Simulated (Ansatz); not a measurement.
Suppose TiC takes space group P6_3/mmc (No. 194), with Ti on 2c; C on 2a. The cell of TiC is invented: 6-connected net, two elements alternating.

Theory: Ansatz 0.2.0, DFT PBE, scalar-relativistic, plane waves, PAW. Cutoff 420 eV, Γ-centred mesh, Gaussian smearing, no spin polarisation.

Energies over the elements count from the elements' standard structures at the same level, with no fitted energy shifts.

Q: Give the relaxed lattice parameters and positions.

A:

Space group P6_3/mmc (No. 194). a = 3.156 Å, b = 3.156 Å, c = 4.711 Å, α = 90.00°, β = 90.00°, γ = 120.00°
```tsv
atom	site	symmetry	x	y	z
Ti	2c	-6m2	0.6667	0.3333	0.7500
C	2a	-3m.	0.0000	0.0000	0.0000
```

It has the anti-nickel arsenide type. Around Ti lie 6 C at 2.17 Å; around C lie 6 Ti at 2.17 Å and 2 C at 2.36 Å. Another local minimum with the same sites may exist.

Q: Where does its energy lie, and is it a metal?

A: The energy over the elements is −0.69 eV/atom and the gap on the 18×18×10 mesh of the 4-atom cell is 0 eV (a metal).

The last run used Gaussian smearing of 0.10 eV. The reference form of C is held partly by dispersion forces, which this level lacks. Symmetry constrained the relaxation, so the result can be a saddle point. Another cell of TiC relaxed alike, in Fm-3m, lies 141 meV/atom lower, so this cell isn't the stable form at this level.
